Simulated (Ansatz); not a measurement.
LiI (rock salt) is sheared across one {100} plane: the third cell vector gains the shift, so faults repeat every 9.0 Å. The cut lies between planes 3.01 Å apart; the cell height is held.

```yaml
crystal:
  lattice:
    - [4.25550, 0.00000, 0.00000]
    - [0.00000, 4.25550, 0.00000]
    - [2.12775, 2.12775, 9.02728]
  atoms:
    - { symbol: I, position: [0.00000, 0.00000, 0.83333] }
    - { symbol: I, position: [0.33333, 0.33333, 0.16667] }
    - { symbol: I, position: [0.66667, 0.66667, 0.50000] }
    - { symbol: Li, position: [0.50000, 0.50000, 0.83333] }
    - { symbol: Li, position: [0.83333, 0.83333, 0.16667] }
    - { symbol: Li, position: [0.16667, 0.16667, 0.50000] }
```

In-plane vectors a = (4.256, 0.000) Å, b = (0.000, 4.256) Å, area 18.11 Å². The shift is s times the vector a + b (length 6.018 Å), so s = 1 restores the start. Atoms relax along the normal only. γ = [E(shift) − E(0)] / area.

All values below come from r2SCAN (plane waves to 500 eV, PAW, scalar-relativistic; Ansatz, a quantum-chemistry and plane-wave program). k mesh 7×7×7 (Γ-centred), Fermi-Dirac smearing 0.05 eV. E is the zero-smearing estimate. Stress and pressure are positive under compression. Faults lie only 9.0 Å apart, and holding the cell height raises γ above its relaxed value. LiI was relaxed with its symmetry unable to fall. Spin-orbit coupling is left out, though I is heavy. The zero of γ is zero shift.

```tsv
s	σ normal to the fault (GPa)	γ (mJ/m²)
0.000	0.0	0
0.083	0.2	54
0.167	1.6	?
0.250	3.6	367
0.333	5.3	?
0.417	?	619
0.500	?	656
0.583	?	619
0.667	5.3	?
0.750	3.6	367
0.833	1.6	?
0.917	0.2	54
```

**Question.** Some entries are withheld; supply them.

**Answer.** 
- 0.167, γ (mJ/m²): 198
- 0.333, γ (mJ/m²): 517
- 0.417, σ normal to the fault (GPa): 6.6
- 0.500, σ normal to the fault (GPa): 7.0
- 0.583, σ normal to the fault (GPa): 6.6
- 0.667, γ (mJ/m²): 517
- 0.833, γ (mJ/m²): 198

(The slope of γ gives the shear force per area between the displaced halves; near zero shift its curvature is an elastic stiffness.)
